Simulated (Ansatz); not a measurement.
Zr:

```
Zr
1.0
     0.00000    2.25500    2.25500
     2.25500    0.00000    2.25500
     2.25500    2.25500    0.00000
Zr
1
Direct
  0.00000 0.00000 0.00000
```

This isn't the form of Zr at room conditions, which is hcp.

Program: Ansatz 0.2.0. Alike in all runs: cell as given.

Task: Order these runs on this cell by their pressure, lowest first.
A. level PBE+D3(BJ)+U; potentials or basis PseudoDojo standard (PBE files); spin SOC, no magnetisation; U Zr d U = 6 eV; k mesh 10 × 10 × 10; cutoff (eV) 898; smearing gaussian 0.025 eV; hubbard projectors ortho-atomic (the default); double counting amf
B. level HSE06; potentials or basis Ansatz PAW; spin SOC, no magnetisation; k mesh 7 × 7 × 7; cutoff (eV) 420; smearing gaussian 0.1 eV
C. level r2SCAN+D4+U; potentials or basis PseudoDojo standard (PBE files); spin off; U Zr d U = 3.5 eV; k mesh 10 × 10 × 10; cutoff (eV) 898; smearing fermi-dirac 0.15 eV; hubbard projectors all-electron-ortho-atomic; double counting fll (the default)

Result: A (-1.8 GPa), B (2.0 GPa), C (6.4 GPa).

Caveats: U without spin polarisation on a metal has little footing (some runs); pairwise dispersion overbinds metals, which lowers pressure and volume (some runs); the U is typed as a test and isn't derived for this compound (some runs); the meta-GGA runs on potentials made for a GGA (some runs); the potentials were made for another functional, which shifts forces and pressure (some runs); the PAW data sets come from PBE, with cores solved anew for the run's functional, which leaves a small shift of forces and pressure (some runs); the thresholds are loose for stress (some runs).
